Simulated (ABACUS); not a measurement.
# CdSe (Cadmoselite) (P6_3mc) in ABACUS: further runs

One crystal, CdSe (Cadmoselite), is run at these levels: PBE; tasks: equation of state.

Program: ABACUS 3.10.1. These are calculated values, not measurements. Logs are shortened: lines on timing, memory, paths and dates and some standing lists are left out, and cuts for length are marked.

## 1. The structure

The structure is hexagonal, space group P6_3mc (No. 186). The conventional cell has a = 4.300 Å, b = 4.300 Å, c = 7.020 Å, α = 90.00°, β = 90.00°, γ = 120.00°. Cd (site symmetry 3m) has 4 Se at 2.61 to 2.70 Å as nearest neighbours. Se (site symmetry 3m) has 4 Cd at 2.61 to 2.70 Å as nearest neighbours.

## 2. Equation of state, PBE, 26.42 Å³/atom (volume scaled by 0.94)

run_abacus.py

```python
"""ABACUS run from a structure file: ASE reads it, the script writes STRU, KPT and INPUT."""
import re
import subprocess
from ase.io import read
from ase.units import Bohr

atoms = read("POSCAR")
atoms = atoms[(-atoms.numbers).argsort(kind="stable")]  # ABACUS lists atoms element by element
pseudo = {'Cd': 'Cd.upf', 'Se': 'Se.upf'}
orbital = {'Cd': 'Cd_confined-atom_7au_2s1p1d.orb', 'Se': 'Se_confined-atom_7au_1s1p1d.orb'}
magmoms = None
kmesh = [5, 5, 3]
params = {
    'suffix': 'CdSe',
    'calculation': 'scf',
    'basis_type': 'lcao',
    'pseudo_dir': './',
    'orbital_dir': './',
    'symmetry': 1,
    'dft_functional': 'pbe',
    'ecutwfc': 103,
    'pseudo_rcut': 7,
    'nspin': 1,
    'nbands': 38,
    'ks_solver': 'genelpa',
    'smearing_method': 'fd',
    'smearing_sigma': 0.00367493,
    'scf_thr': 1e-07,
    'scf_nmax': 100,
    'mixing_type': 'broyden',
    'mixing_beta': 0.7,
    'cal_force': 1,
    'cal_stress': 1,
    'out_mul': 1,
}

symbols = atoms.get_chemical_symbols()
elements = list(dict.fromkeys(symbols))
lines = ["ATOMIC_SPECIES"] + [f"{e} {atoms.get_masses()[symbols.index(e)]:.4f} {pseudo[e]}" for e in elements]
if orbital:
    lines += ["", "NUMERICAL_ORBITAL"] + [orbital[e] for e in elements]
lines += ["", "LATTICE_CONSTANT", f"{1 / Bohr:.10f}", "", "LATTICE_VECTORS"]
lines += [" ".join(f"{x:.10f}" for x in v) for v in atoms.cell]
lines += ["", "ATOMIC_POSITIONS", "Direct"]
for e in elements:
    lines += ["", e, "0.0", str(symbols.count(e))]
    for i, p in enumerate(atoms.get_scaled_positions(wrap=False)):
        if symbols[i] == e:
            mag = "" if magmoms is None else " mag " + " ".join(str(x) for x in (magmoms[i] if isinstance(magmoms[i], list) else [magmoms[i]]))
            lines.append(" ".join(f"{x:.10f}" for x in p) + " 1 1 1" + mag)
open("STRU", "w").write("\n".join(lines) + "\n")
open("KPT", "w").write("K_POINTS\n0\nGamma\n%d %d %d 0 0 0\n" % tuple(kmesh))
open("INPUT", "w").write("INPUT_PARAMETERS\n" + "".join(f"{k:<20s}{v}\n" for k, v in params.items()))

done = subprocess.run(['mpirun', '-np', '4', 'abacus'])
if done.returncode:
    raise SystemExit(done.returncode)
log = open("OUT.CdSe/running_scf.log").read()
print("final energy (eV):", re.findall(r"FINAL_ETOT_IS (\S+)", log))
```

POSCAR

```
CdSe
1.0
    4.2122202675      0.0000000000      0.0000000000
   -2.1061101337      3.6478897580      0.0000000000
    0.0000000000      0.0000000000      6.8766944832
Cd Se
2 2
Direct
    0.6666666667      0.3333333333      0.5000000000
    0.3333333333      0.6666666667      0.0000000000
    0.6666666667      0.3333333333      0.8850000000
    0.3333333333      0.6666666667      0.3850000000
```

Potentials or basis: PseudoDojo NC SR 0.4.1 PBE standard, SZ LCAO (the cutoffs set its grid).

Launch:

```sh
> OMP_NUM_THREADS=1 python run_abacus.py > log
```

running log:

```text
ABACUS v3.10.1

               Atomic-orbital Based Ab-initio Computation at UStc

 ------------------------------------------------------------------------------------

 READING GENERAL INFORMATION
                           global_out_dir = OUT.CdSe/
                           global_in_card = INPUT
                               pseudo_dir = ./
                              orbital_dir = ./
                                    DSIZE = 4
                                    GSIZE = 1

 READING UNITCELL INFORMATION
                                    ntype = 2
                  lattice constant (Bohr) = 1.88973
              lattice constant (Angstrom) = 1

 READING ATOM TYPE 1
                               atom label = Cd
                      L=0, number of zeta = 2
                      L=1, number of zeta = 1
                      L=2, number of zeta = 1
             number of atom for this type = 2

 READING ATOM TYPE 2
                               atom label = Se
                      L=0, number of zeta = 1
                      L=1, number of zeta = 1
                      L=2, number of zeta = 1
             number of atom for this type = 2

                        TOTAL ATOM NUMBER = 4
DIRECT COORDINATES
    atom                   x                   y                   z     mag                  vx                  vy                  vz
taud_Cd1            0.6666666667        0.3333333333        0.5000000000  0.0000        0.0000000000        0.0000000000        0.0000000000
taud_Cd2            0.3333333333        0.6666666667        0.0000000000  0.0000        0.0000000000        0.0000000000        0.0000000000
taud_Se1            0.6666666667        0.3333333333        0.8850000000  0.0000        0.0000000000        0.0000000000        0.0000000000
taud_Se2            0.3333333333        0.6666666667        0.3850000000  0.0000        0.0000000000        0.0000000000        0.0000000000

                          Volume (Bohr^3) = 713.065
                             Volume (A^3) = 105.665

 Lattice vectors: (Cartesian coordinate: in unit of a_0)
             +4.21222                  +0                  +0
             -2.10611            +3.64789                  +0
                   +0                  +0            +6.87669
 Reciprocal vectors: (Cartesian coordinate: in unit of 2 pi/a_0)
            +0.237404           +0.137066                  -0
                   -0           +0.274131                  -0
                   +0                  -0           +0.145419
 The esolver type has been set to : ksdft_lcao

                PAO radial cut off (Bohr) = 7

 Read in pseudopotential file is Cd.upf
                     pseudopotential type = NC
          exchange-correlation functional = PBE
                 nonlocal core correction = 1
                        valence electrons = 20
                                     lmax = 2
                           number of zeta = 4
                     number of projectors = 6
                           L of projector = 0
[... 5 lines left out ...]
                PAO radial cut off (Bohr) = 7

 Read in pseudopotential file is Se.upf
                     pseudopotential type = NC
          exchange-correlation functional = PBE
                 nonlocal core correction = 1
                        valence electrons = 16
                                     lmax = 2
                           number of zeta = 3
                     number of projectors = 6
                           L of projector = 0
                           L of projector = 0
                           L of projector = 1
                           L of projector = 1
                           L of projector = 2
                           L of projector = 2
     initial pseudo atomic orbital number = 38

 SETUP THE ELECTRONS NUMBER
            electron number of element Cd = 20
      total electron number of element Cd = 40
            electron number of element Se = 16
      total electron number of element Se = 32
            AUTOSET number of electrons:  = 72
                           occupied bands = 36
                                   NLOCAL = 38
                                   NBANDS = 38
                                   NBANDS = 38
                                   NLOCAL = 38

%%%%%%%%%%%%%%%%%%%%%%%%%%%%%%%%%%%%%%%%%%%%%%%%%%%%%%%%%%%%%%%%%%%%%%%%%%%%%%%%%%%%%%%%%%%%%%%%%%%%%%%%%%
 Warning: the number of valence electrons in pseudopotential > 12 for Cd: [Kr] 4d10 5s2
 Warning: the number of valence electrons in pseudopotential > 6 for Se: [Ar] 3d10 4s2 4p4
 Pseudopotentials with additional electrons can yield (more) accurate outcomes, but may be less efficient.
 If you're confident that your chosen pseudopotential is appropriate, you can safely ignore this warning.
[... 92 lines left out ...]
                                    ibrav = 4
                       right hand lattice = 1
                        ROTATION MATRICES = 24
                               nkstot_ibz = 10
K-POINTS REDUCTION ACCORDING TO SYMMETRY
     IBZ    DIRECT_X    DIRECT_Y    DIRECT_Z  WEIGHT  ibz2bz
       1  0.00000000  0.00000000  0.00000000  0.0133       0
       2 -0.20000000  0.20000000  0.00000000  0.0800       1
       3 -0.40000000  0.40000000  0.00000000  0.0800       2
       4 -0.20000000  0.40000000  0.00000000  0.0800       6
       5  0.40000000  0.40000000  0.00000000  0.0800       7
       6  0.00000000  0.00000000  0.33333333  0.0267      25
       7 -0.20000000  0.20000000  0.33333333  0.1600      26
       8 -0.40000000  0.40000000  0.33333333  0.1600      27
       9 -0.20000000  0.40000000  0.33333333  0.1600      31
      10  0.40000000  0.40000000  0.33333333  0.1600      32

                               nkstot now = 10
[... K-POINTS DIRECT COORDINATES: 10 rows ...]

           k-point number in this process = 10
       minimum distributed K point number = 10
[... stars of the k points ...]

[... K-POINTS CARTESIAN COORDINATES: 10 rows ...]

[... K-POINTS DIRECT COORDINATES: 10 rows ...]

 SETUP PLANE WAVES FOR WAVE FUNCTIONS
     energy cutoff for wavefunc (unit:Ry) = 103
              fft grid for wave functions = [ 54, 54, 90 ]
                    number of plane waves = 15267
                         number of sticks = 511

 PARALLEL PW FOR WAVE FUNCTIONS
     PROC   COLUMNS(POT)             PW
        1            127           3815
        2            127           3815
        3            128           3818
        4            129           3819
 --------------- sum -------------------
        4            511          15267

 SET NONLOCAL PSEUDOPOTENTIAL PROJECTORS
 SET NONLOCAL PSEUDOPOTENTIAL PROJECTORS
 max number of nonlocal projetors among all species is 6

 -------------------------------------------
 SELF-CONSISTENT
 -------------------------------------------

 SETUP SEARCHING RADIUS FOR PROGRAM TO SEARCH ADJACENT ATOMS
                  longest orb rcut (Bohr) = 7
   longest nonlocal projector rcut (Bohr) = 1.94
                     search radius (Bohr) = 17.9
              searching radius is (Bohr)) = 17.9
         searching radius unit is (Bohr)) = 1.89
                         PeriodicBoundary = 1
                        Radius(unit:lat0) = 9.46
                                   glayer = [ 4, 4, 3 ]
                             glayer_minus = [ 3, 3, 2 ]

Find the coordinate range of the input atom(unit:lat0).
                                  min_tau = [ -19, -9.73, -13.8 ]
                                  max_tau = [ 21.1, 13.4, 19.8 ]
                                BoxNumber = [ 7, 7, 5 ]

 SETUP EXTENDED REAL SPACE GRID FOR GRID INTEGRATION
                          real space grid = [ 54, 54, 90 ]
                 big cell numbers in grid = [ 18, 18, 30 ]
             meshcell numbers in big cell = [ 3, 3, 3 ]
                        extended fft grid = [ 19, 19, 17 ]
                dimension of extened grid = [ 57, 57, 65 ]
                            UnitCellTotal = 75
              Atom number in sub-FFT-grid = 4
    Local orbitals number in sub-FFT-grid = 38
                                ParaV.nnr = 8043
                                 init_chg = atomic

 LCAO ALGORITHM --------------- ION=   1  ELEC=   1--------------------------------

 Density error is 0.050562977324
----------------------------------------------------------
     Energy           Rydberg                 eV
----------------------------------------------------------
 E_KohnSham     -1185.9767477529     -16136.0414649482
 E_Harris       -1181.3056202885     -16072.4875153474
 E_Fermi        0.6759567857         9.1968638870
----------------------------------------------------------
[... 69 lines left out ...]
 Density error is 3.63983633877e-08
----------------------------------------------------------
     Energy           Rydberg                 eV
----------------------------------------------------------
 E_KohnSham     -1185.9987462931     -16136.3407704427
 E_KS(sigma->0) -1185.9987395622     -16136.3406788638
 E_Harris       -1185.9987462222     -16136.3407694784
 E_band         -119.6724112539      -1628.2266864529
 E_one_elec     -767.6015849825      -10443.7553495933
 E_Hartree      400.7198881384       5452.0737806050
 E_xc           -194.6396014673      -2648.2076364046
 E_Ewald        -624.4774345199      -8496.4513818920
 E_entropy(-TS) -0.0000134618        -0.0001831578
 E_descf        0.0000000000         0.0000000000
 E_exx          0.0000000000         0.0000000000
 E_Fermi        0.7578234692         10.3107172592
----------------------------------------------------------

 charge density convergence is achieved
 final etot is -16136.34077 eV
 EFERMI = 10.310717259 eV

 STATE ENERGY(eV) AND OCCUPATIONS    NSPIN == 1
 1/10 kpoint (Cartesian) = 0.0000 0.0000 0.0000 (3126 pws)
       1       -93.4655      0.0266667
       2       -93.4655      0.0266667
       3       -54.5554      0.0266667
       4       -54.5554      0.0266667
       5       -54.5553      0.0266667
       6       -54.5553      0.0266667
[... 230 lines left out ...]
      37        12.3212    1.83660e-19
      38        13.0735    5.36801e-26

[... levels at 4 further k points ...]

 correction force for each atom along direction 1 is -0.000102481
 correction force for each atom along direction 2 is 0.000229198
 correction force for each atom along direction 3 is 2.15641e-06
------------------------------------------------------------------------------------------
 TOTAL-FORCE (eV/Angstrom)
------------------------------------------------------------------------------------------
                       Cd1         0.0000000000         0.0000000000         0.4377312844
                       Cd2         0.0000000000         0.0000000000         0.4377312844
                       Se1         0.0000000000         0.0000000000        -0.4377312844
                       Se2         0.0000000000         0.0000000000        -0.4377312844
------------------------------------------------------------------------------------------

----------------------------------------------------------------
 TOTAL-STRESS (KBAR)
----------------------------------------------------------------
       160.9294312243        -0.0000000022         0.0000000000
        -0.0000000022       160.9294312234         0.0000000000
         0.0000000000         0.0000000000       109.6782371449
----------------------------------------------------------------
 TOTAL-PRESSURE: 143.845700 KBAR

 --------------------------------------------
 !FINAL_ETOT_IS -16136.3407704426608689 eV
 --------------------------------------------
```

Wall time 8.6 s (4 MPI ranks of AMD EPYC (Zen 3), shared host); peak memory 0.4 GiB.

These settings aren't checked as converged: the numbers below hold their error.

What came out:

```yaml
Free_energy: -16136.3408 eV
Pressure: 14.4 GPa
Largest_force: 0.438 eV/Å
Band_gap_on_the_k_mesh: 0.51 eV, direct
Mulliken_charges: Cd +0.96; Se -0.97, -0.96 e
```

Caveat: the atomic orbitals were generated for these runs and aren't a published set; Mulliken charges move with the basis; the basis of atomic orbitals isn't converged, which shifts pressures, moduli and gaps.

## 3. Equation of state, PBE, 27.54 Å³/atom (volume scaled by 0.98)

run_abacus.py is that of step 2.

POSCAR

```
CdSe
1.0
    4.2711400700      0.0000000000      0.0000000000
   -2.1355700350      3.6989158038      0.0000000000
    0.0000000000      0.0000000000      6.9728844864
Cd Se
2 2
Direct
    0.6666666667      0.3333333333      0.5000000000
    0.3333333333      0.6666666667      0.0000000000
    0.6666666667      0.3333333333      0.8850000000
    0.3333333333      0.6666666667      0.3850000000
```

Potentials or basis: PseudoDojo NC SR 0.4.1 PBE standard, SZ LCAO (the cutoffs set its grid).

Launch:

```sh
> OMP_NUM_THREADS=1 python run_abacus.py > log
```

Run time: 9.2 s. Hardware: 4 MPI ranks of AMD EPYC (Zen 3), shared host; peak memory 0.4 GiB.

The run converged, but some of its settings lie outside the range that counts as converged, so its numbers aren't taken as properties of the crystal.

Results:

* Free energy: -16136.6915 eV
* Pressure: 10.7 GPa
* Largest force: 0.390 eV/Å
* Band gap on the k mesh: 0.32 eV, direct
* Mulliken charges: Cd +0.94; Se -0.94 e

Caveat: the atomic orbitals were generated for these runs and aren't a published set; Mulliken charges move with the basis; the basis of atomic orbitals isn't converged, which shifts pressures, moduli and gaps.

## 4. Equation of state, PBE, 28.66 Å³/atom (volume scaled by 1.02)

run_abacus.py is that of step 3.

POSCAR

```
CdSe
1.0
    4.3284776511      0.0000000000      0.0000000000
   -2.1642388256      3.7485716056      0.0000000000
    0.0000000000      0.0000000000      7.0664914211
Cd Se
2 2
Direct
    0.6666666667      0.3333333333      0.5000000000
    0.3333333333      0.6666666667      0.0000000000
    0.6666666667      0.3333333333      0.8850000000
    0.3333333333      0.6666666667      0.3850000000
```

Launch:

```sh
> OMP_NUM_THREADS=1 python run_abacus.py > log
```

Wall time 9.4 s (4 MPI ranks of AMD EPYC (Zen 3), shared host); peak memory 0.4 GiB.

The run converged, but some of its settings lie outside the range that counts as converged, so its numbers aren't taken as properties of the crystal.

What came out:

* Free energy: -16136.9507 eV
* Pressure: 7.8 GPa
* Largest force: 0.350 eV/Å
* Band gap on the k mesh: 0.18 eV, direct
* Mulliken charges: Cd +0.92; Se -0.92, -0.91 e

Caveat: the atomic orbitals were generated for these runs and aren't a published set; Mulliken charges move with the basis; the basis of atomic orbitals isn't converged, which shifts pressures, moduli and gaps.

## 5. Equation of state, PBE, 29.79 Å³/atom (volume scaled by 1.06)

run_abacus.py is that of step 4.

POSCAR

```
CdSe
1.0
    4.3843351364      0.0000000000      0.0000000000
   -2.1921675682      3.7969456069      0.0000000000
    0.0000000000      0.0000000000      7.1576820134
Cd Se
2 2
Direct
    0.6666666667      0.3333333333      0.5000000000
    0.3333333333      0.6666666667      0.0000000000
    0.6666666667      0.3333333333      0.8850000000
    0.3333333333      0.6666666667      0.3850000000
```

Launch:

```sh
> OMP_NUM_THREADS=1 python run_abacus.py > log
```

Wall time 9.2 s (4 MPI ranks of AMD EPYC (Zen 3), shared host); peak memory 0.4 GiB.

These settings aren't checked as converged: the numbers below hold their error.

What came out:

```
Free energy            : -16137.1363 eV
Pressure               : 5.5 GPa
Largest force          : 0.316 eV/Å
Band gap on the k mesh : 0.11 eV, direct
Mulliken charges       : Cd +0.89; Se -0.89 e
```

Caveat: the atomic orbitals were generated for these runs and aren't a published set; Mulliken charges move with the basis; the basis of atomic orbitals isn't converged, which shifts pressures, moduli and gaps.

## 6. Equation of state, PBE

Potentials or basis: PseudoDojo NC SR 0.4.1 PBE standard, SZ LCAO (the cutoffs set its grid).

This step only gathers the single runs of the series.

The run converged, but some of its settings lie outside the range that counts as converged, so its numbers aren't taken as properties of the crystal.

Results:

```yaml
Equilibrium_volume: outside the volumes run
```

Caveat: the atomic orbitals were generated for these runs and aren't a published set; the basis of atomic orbitals isn't converged, which shifts pressures, moduli and gaps.
